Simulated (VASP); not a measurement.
# B (Pm-3m) in VASP: a series of runs, part 2 of 2

VASP 6.6.1.

### Step 3. Single point, HSE(alpha, omega)

Input file POSCAR:

```
B
1.0
    1.8852400000      0.0000000000      0.0000000000
    0.0000000000      1.8852400000      0.0000000000
    0.0000000000      0.0000000000      1.8852400000
B
1
Direct
    0.5000000000      0.5000000000      0.5000000000
```

Input file INCAR.step1:

```
PREC = Accurate
ENCUT = 520
EDIFF = 1E-5
ISMEAR = -1
SIGMA = 0.05
LREAL = F
LASPH = T
NELM = 100
ALGO = Normal
ISIF = 2
LWAVE = T
LCHARG = F
GGA = PE
```

Input file INCAR.step2:

```
PREC = Accurate
ENCUT = 520
EDIFF = 1E-7
ISMEAR = -1
SIGMA = 0.05
LREAL = F
LASPH = T
NELM = 100
ALGO = Normal
ISIF = 2
LWAVE = F
LCHARG = F
GGA = PE
LHFCALC = T
HFSCREEN = 0.15
AEXX = 0.25
PRECFOCK = Fast
ISTART = 1
```

Input file KPOINTS:

```
regular mesh
0
Gamma
  7 7 7
```

Potentials or basis: VASP PAW PBE potentials, release 64 (B).

On the command line:

```
cat potpaw_PBE.64/B/POTCAR > POTCAR
cp INCAR.step1 INCAR
mpirun -np 1 vasp_std > vasp.out
cp INCAR.step2 INCAR
mpirun -np 1 vasp_std > vasp.out
```

OUTCAR:

```text
PREC = Accurate
   ENCUT = 520
   EDIFF = 1E-7
   ISMEAR = -1
   LREAL = F
   LASPH = T
   NELM = 100
   ISIF = 2
   GGA = PE
   LHFCALC = T
   HFSCREEN = 0.15
   AEXX = 0.25
   PRECFOCK = Fast
   ISTART = 1

 ion  position               nearest neighbor table
   1  0.500  0.500  0.500-

  LATTYP: Found a simple cubic cell.
 ALAT       =     1.8852400000

  Lattice vectors:

 A1 = (   1.8852400000,   0.0000000000,   0.0000000000)
 A2 = (   0.0000000000,   1.8852400000,   0.0000000000)
 A3 = (   0.0000000000,   0.0000000000,   1.8852400000)

Analysis of symmetry for initial positions (statically):
=====================================================================
 Subroutine PRICEL returns:
 Original cell was already a primitive cell.

 Routine SETGRP: Setting up the symmetry group for a
 simple cubic supercell.

 Subroutine GETGRP returns: Found 48 space group operations
 (whereof 48 operations were pure point group operations)
 out of a pool of 48 trial point group operations.

The static configuration has the point symmetry O_h .

Analysis of symmetry for dynamics (positions and initial velocities):
=====================================================================
 Subroutine PRICEL returns:
 Original cell was already a primitive cell.

 Routine SETGRP: Setting up the symmetry group for a
 simple cubic supercell.

 Subroutine GETGRP returns: Found 48 space group operations
 (whereof 48 operations were pure point group operations)
 out of a pool of 48 trial point group operations.

The dynamic configuration has the point symmetry O_h .

 Subroutine INISYM returns: Found 48 space group operations
 (whereof 48 operations are pure point group operations),
 and found     1 'primitive' translations

----------------------------------------------------------------------------------------

                                     Primitive cell

  volume of cell :       6.7004

  direct lattice vectors                    reciprocal lattice vectors
     1.885240000  0.000000000  0.000000000     0.530436443  0.000000000  0.000000000
     0.000000000  1.885240000  0.000000000     0.000000000  0.530436443  0.000000000
     0.000000000  0.000000000  1.885240000     0.000000000  0.000000000  0.530436443

  length of vectors
     1.885240000  1.885240000  1.885240000     0.530436443  0.530436443  0.530436443

  position of ions in fractional coordinates (direct lattice)
     0.500000000  0.500000000  0.500000000

  ion indices of the primitive-cell ions
   primitive index   ion index
                 1           1

----------------------------------------------------------------------------------------

 KPOINTS: regular mesh

Automatic generation of k-mesh.
 Grid dimensions read from file:
 generate k-points for:    7    7    7

 Generating k-lattice:

  Cartesian coordinates                     Fractional coordinates (reciprocal lattice)
     0.075776635  0.000000000  0.000000000     0.142857143  0.000000000  0.000000000
     0.000000000  0.075776635  0.000000000     0.000000000  0.142857143  0.000000000
     0.000000000  0.000000000  0.075776635     0.000000000  0.000000000  0.142857143

  Length of vectors
     0.075776635  0.075776635  0.075776635

  Shift w.r.t. Gamma in fractional coordinates (k-lattice)
     0.000000000  0.000000000  0.000000000

 Subroutine IBZKPT returns following result:
 ===========================================

 Found     20 irreducible k-points:

 Following reciprocal coordinates:
            Coordinates               Weight
  0.000000  0.000000  0.000000      1.000000
  0.142857  0.000000  0.000000      6.000000
  0.285714  0.000000  0.000000      6.000000
  0.428571  0.000000  0.000000      6.000000
  0.142857  0.142857  0.000000     12.000000
  0.285714  0.142857  0.000000     24.000000
[... 12 lines left out ...]
  0.428571  0.428571  0.285714     24.000000
  0.428571  0.428571  0.428571      8.000000
   k-points           NKPTS =     20   k-points in BZ     NKDIM =    343   number of bands    NBANDS=      5
   number of dos      NEDOS =    301   number of ions     NIONS =      1
   total plane-waves  NPLWV =   2744
   dimension x,y,z NGX =    14 NGY =   14 NGZ =   14
   dimension x,y,z NGXF=    28 NGYF=   28 NGZF=   28
   ions per type =               1
   NGX,Y,Z   is equivalent  to a cutoff of  12.35, 12.35, 12.35 a.u.
   NGXF,Y,Z  is equivalent  to a cutoff of  24.69, 24.69, 24.69 a.u.
 SYSTEM =  unknown system
   PREC   = accura    normal or accurate (medium, high low for compatibility)
   ISTART =      1    job   : 0-new  1-cont  2-samecut
   ICHARG =      0    charge: 1-file 2-atom 10-const
   ISPIN  =      1    spin polarized calculation?
   LNONCOLLINEAR =      F non collinear calculations
   LSORBIT =      F    spin-orbit coupling
   LASPH  =      T    aspherical Exc in radial PAW
   ENCUT  =  520.0 eV  38.22 Ry    6.18 a.u.   3.51  3.51  3.51*2*pi/ulx,y,z
   NELM   =    100;   NELMIN=  2; NELMDL=  0     # of ELM steps
   EDIFF  = 0.1E-06   stopping-criterion for ELM
   LREAL  =      F    real-space projection
   EDIFFG = 0.1E-05   stopping-criterion for IOM
   NSW    =      0    number of steps for IOM
   IBRION =     -1    ionic relax: 0-MD 1-quasi-New 2-CG
   NFREE  =      0    steps in history (QN), initial steepest desc. (CG)
   ISIF   =      2    stress and relaxation
   ISYM   =      3    0-nonsym 1-usesym 2-fastsym
   POTIM  = 0.5000    time-step for ionic-motion
   TEBEG  =    0.0;   TEEND  =   0.0 temperature during run
   PSTRESS=    0.0 pullay stress
   NELECT =       3.0000    total number of electrons
   NUPDOWN=      -1.0000    fix difference up-down
   EMIN   =  10.00;   EMAX   =-10.00  energy-range for DOS
   EFERMI =   0.00;   METHOD = LEGACY
   ISMEAR =    -1;   SIGMA  =   0.05  broadening in eV -4-tet -1-fermi 0-gaus
   EFERMI_NEDOS =   21; number of points for ismear=-14 and -15
   IALGO  =     38    algorithm
   IMIX   =      1    mixing-type and parameters
     AMIX     =   0.40;   BMIX     =  1.00
     AMIX_MAG =   1.60;   BMIX_MAG =  1.00
  volume/ion in A,a.u.               =       6.70        45.22
  Fermi-wavevector in a.u.,A,eV,Ry     =   1.252416  2.366723 21.341361  1.568546
  Thomas-Fermi vector in A             =   2.386317
   LORBIT       =      0    0 simple, 1 ext, 2 COOP (PROOUT), +10 PAW based schemes
   GGA     = PE    functional components
   LHFCALC =     T    Hartree Fock is set to
   PRECFOCK=fast      Normal, Fast or Accurate (Low or Medium for compatibility)
   ENCUT4O =  -1.0   cutoff for four orbital integrals eV
   NKREDX  =     1    reduce k-point grid by
   NKREDY  =     1    reduce k-point grid by
   NKREDZ  =     1    reduce k-point grid by
   AEXX    =    0.2500 exact exchange contribution
   HFSCREEN=    0.1500 screening length (either q_TF or 0.3 A-1)
   HFSCREENC=   0.1500 screening length for correlation (either q_TF or 0.3 A-1)
   ENCUTFOCK=  -1.0 apply spherical cutoff to Coloumb kernel
   IVDW    =     0    specifies the selected vdW correction
   LEPSILON=     F    determine dielectric tensor
   LRPA    =     F    only Hartree local field effects (RPA)
 non-spin polarized calculation
  energy-cutoff  :      520.00
  volume of cell :        6.70
 maximum number of plane-waves:       188
 NGX is ok and might be reduce to    14
  NGX =  8; NGY =  8; NGZ =  8

 number of electron       3.0000000 magnetization

 Free energy of the ion-electron system (eV)
  ---------------------------------------------------
  ext. energy  EPLUGINS =         0.00000000
  ---------------------------------------------------
  free energy    TOTEN  =        -6.35529053 eV

  energy without entropy =       -6.35120363  energy(sigma->0) =       -6.35324708

 E-fermi :   6.8493     XC(G=0): -10.0080

 val. band max:        6.7998275242   @ k =   0.4286   0.2857   0.2857
 cond. band min:       8.2902944209   @ k =   0.4286   0.4286   0.2857
 fundamental gap:      1.4904668967
 Fermi energy:         6.8493474597

 k-point     1 :       0.0000    0.0000    0.0000
  band No.  band energies     occupation
      1     -11.0596      2.00000
      2      22.2106      0.00000
      3      22.2106      0.00000
      4      22.2106      0.00000
      5      32.4270      0.00000
[... 145 lines left out ...]
 k-point    20 :       0.4286    0.4286    0.4286
  band No.  band energies     occupation
      1      10.7821      0.00000
      2      13.0008      0.00000
      3      13.0008      0.00000
      4      24.6732      0.00000
      5      27.1655      0.00000

------------------------ aborting loop because EDIFF is reached ----------------------------------------

  FORCE on cell =-STRESS in cart. coord.  units (eV):
  Direction    XX          YY          ZZ          XY          YZ          ZX
  --------------------------------------------------------------------------------------
  -------------------------------------------------------------------------------------
  Total       -0.2016999     -0.2016999     -0.2016999     -0.0000000      0.0000000     -0.0000000
  in kB      -48.2298919    -48.2298919    -48.2298919     -0.0000000      0.0000000     -0.0000000
  external PRESSURE =     -48.2298919 kB  Pullay stress =       0.0000000 kB

 VOLUME and BASIS-vectors are now :
 -----------------------------------------------------------------------------
  energy-cutoff  :      520.00
  volume of cell :        6.70
      direct lattice vectors                 reciprocal lattice vectors
     1.885240000  0.000000000  0.000000000     0.530436443  0.000000000  0.000000000
     0.000000000  1.885240000  0.000000000     0.000000000  0.530436443  0.000000000
     0.000000000  0.000000000  1.885240000     0.000000000  0.000000000  0.530436443

 POSITION                                       TOTAL-FORCE (eV/Angst)
 -----------------------------------------------------------------------------------
      0.94262      0.94262      0.94262         0.000000      0.000000      0.000000
 -----------------------------------------------------------------------------------
    total drift:                                0.000004     -0.000003     -0.000004

  FREE ENERGIE OF THE ION-ELECTRON SYSTEM (eV)
  ---------------------------------------------------
  free  energy   TOTEN  =        -6.3552905323 eV

  energy  without entropy=       -6.3512036334  energy(sigma->0) =       -6.35324708
```

OSZICAR.step1:

```text
N       E                     dE             d eps       ncg     rms          rms(c)
DAV:   1    -0.260805838983E+01   -0.26081E+01   -0.15950E+03   215   0.447E+02
DAV:   2    -0.571696525483E+01   -0.31089E+01   -0.28732E+01   255   0.539E+01
DAV:   3    -0.572618650799E+01   -0.92213E-02   -0.92213E-02   235   0.313E+00
DAV:   4    -0.572618731094E+01   -0.80295E-06   -0.80219E-06   265   0.347E-02
DAV:   5    -0.572618731072E+01    0.22125E-09   -0.65675E-10   215   0.212E-04    0.163E+00
DAV:   6    -0.571502948966E+01    0.11158E-01   -0.34741E-03   230   0.559E-01    0.100E+00
DAV:   7    -0.571069964390E+01    0.43298E-02   -0.56554E-03   230   0.740E-01    0.569E-02
DAV:   8    -0.571072288539E+01   -0.23241E-04   -0.37300E-05   215   0.721E-02    0.116E-02
DAV:   9    -0.571072204485E+01    0.84055E-06   -0.35679E-06   110   0.192E-02
   1 F= -.57107220E+01 E0= -.57086786E+01  d E =-.408691E-02
```

It took 26 s on 1 thread of Intel Xeon Platinum 8488C (Sapphire Rapids), shared host; peak memory 0.2 GiB.

Results:

```yaml
Free_energy: -6.3553 eV
Pressure: -4.8 GPa
Band_gap_on_the_k_mesh: none (metal or under the smearing width)
```

Levels at points of the mesh, in eV from the Fermi level:
| k point | band 1 | band 2 | band 3 | band 4 |
| --- | --- | --- | --- | --- |
| (0.00, 0.00, 0.00) | -17.91 | 15.36 | 15.36 | 15.36 |

Caveat: the k mesh is coarse (spacing up to 0.48 Å⁻¹), so the values aren't converged, least of all with exact exchange; the PAW data sets were made with another functional, which shifts forces and pressure a little.
